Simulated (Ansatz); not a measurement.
ZnO in the rocksalt structure, relaxed with r2SCAN in Ansatz. It is cubic, Fm-3m (No. 225); a = 4.268 Å in the conventional setting, 9.72 Å³ an atom. Around Zn lie 6 O at 2.13 Å; around O lie 6 Zn at 2.13 Å.

The axes x, y and z are those of this cell:
```
Zn O
1.0
     0.00000    2.13377    2.13377
     2.13377    0.00000    2.13377
     2.13377    2.13377    0.00000
Zn O
1 1
Direct
  0.00000 0.00000 0.00000
  0.50000 0.50000 0.50000
```

Unstrained: With PBE the valence top lies at L and the conduction bottom at Γ, 0.950 eV higher; the smallest vertical gap, at Γ, is 2.350 eV. r2SCAN gives an indirect gap of 1.567 eV, from L to Γ; the least direct gap is 3.005 eV at Γ. With HSE06 the valence top lies at L and the conduction bottom at Γ, 2.739 eV higher; the smallest vertical gap, at Γ, is 3.959 eV. Meshes: PBE 10×10×10, r2SCAN 10×10×10, HSE06 8×8×8. Strains are changes of length per length, and xy shears are angles. After each strain the atoms were relaxed again with r2SCAN within the symmetry that the strain leaves, so tilts or polar shifts that break it weren't tested; points keep the names that they have in the unstrained zone. Values at 0 K without nuclear motion; spin polarisation is off, and the phase may be a hypothetical one.

(1) One strain changed the r2SCAN stress by xx -8.50, yy -8.50, zz -8.50, xy -3.21, xz -3.21, yz -3.21 GPa (compression positive) and the gap by -0.297 eV (PBE), -0.310 eV (r2SCAN), -0.378 eV (HSE06). Which kind of strain was it, and roughly how large?

(2) Apply epitaxial -3.83 % in the plane normal to [111], free normal strain +3.14 %. How far does the gap move, against the unstrained cell?

(3) Apply xy shear, engineering strain (angle) +1.76 %. How far does the gap move, against the unstrained cell?

## Answers

(1) Uniaxial +4.98 % along [111], other directions held. The pattern of the stress gives the kind; the size needs the stiffness, so it is an estimate.

(2) PBE: the gap goes from 0.950 to 1.066 eV (+0.116 eV). r2SCAN: the gap goes from 1.567 to 1.692 eV (+0.125 eV). HSE06: the gap goes from 2.739 to 2.879 eV (+0.140 eV). The r2SCAN energy rises by 32.8 meV an atom.

(3) PBE: the gap goes from 0.950 to 0.935 eV (-0.015 eV). r2SCAN: the gap goes from 1.567 to 1.554 eV (-0.013 eV). HSE06: the gap goes from 2.739 to 2.722 eV (-0.017 eV). The r2SCAN energy rises by 0.9 meV an atom.

The meshes of the hybrids are coarse, so their gaps aren't converged to the digits shown.
